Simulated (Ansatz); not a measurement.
Here is an Ansatz 0.2.0 calculation.

input.yaml

```yaml
crystal:
  lattice:
    - [0.0, 3.039, 3.039]
    - [3.039, 0.0, 3.039]
    - [3.039, 3.039, 0.0]
  atoms:
    - { symbol: Hg, position: [0.0, 0.0, 0.0] }
    - { symbol: Se, position: [0.75, 0.75, 0.75] }
hamiltonian:
  xc: revpbe
  pseudopotentials: { kind: paw }
  dispersion: d4
kpoints:
  mp_grid: { grid: [8, 8, 8] }
scf:
  occupations: { method: fermi_dirac, width: 0.05 }
output:
  forces: true
  stress: true
  write_density: true
  write_potential: true
  elf: true
  volumetric_format: npy
relax:
  f_tol: 0.01
  max_steps: 40
  cell: { stress_tol: 0.05 }
```

Potentials or basis: Ansatz PAW.

The run is started by

```sh
$ ansatz run input.yaml --threads 2 --pin off --max-ram 5632MiB --backend cpu --events-out ev --progress --plain --runs-dir out
```

Task: Predict the space group after relaxing (to 0.05 Å).

Result: F-43m (No. 216).

Task: What does it give for the relaxed volume?

Result: 29.33 Å³/atom.

Task: What does it give for the relaxed cell?

Result: a = 4.361 Å, b = 4.361 Å, c = 4.361 Å, α = 60.00°, β = 60.00°, γ = 60.00°.

Task: Estimate the band gap on the k mesh.

Result: None (metal or under the smearing width).

Final structure:
```
Hg Se
1.0
     0.00000    3.08397    3.08397
     3.08397    0.00000    3.08397
     3.08397    3.08397    0.00000
Hg Se
1 1
Direct
  0.00000 0.00000 0.00000
  0.75000 0.75000 0.75000
```

Caveat: pairwise dispersion overbinds metals, which lowers pressure and volume; the PAW data sets come from PBE, with cores solved anew for the run's functional, which leaves a small shift of forces and pressure. The run has no spin-orbit coupling, so splittings on Hg are missing.
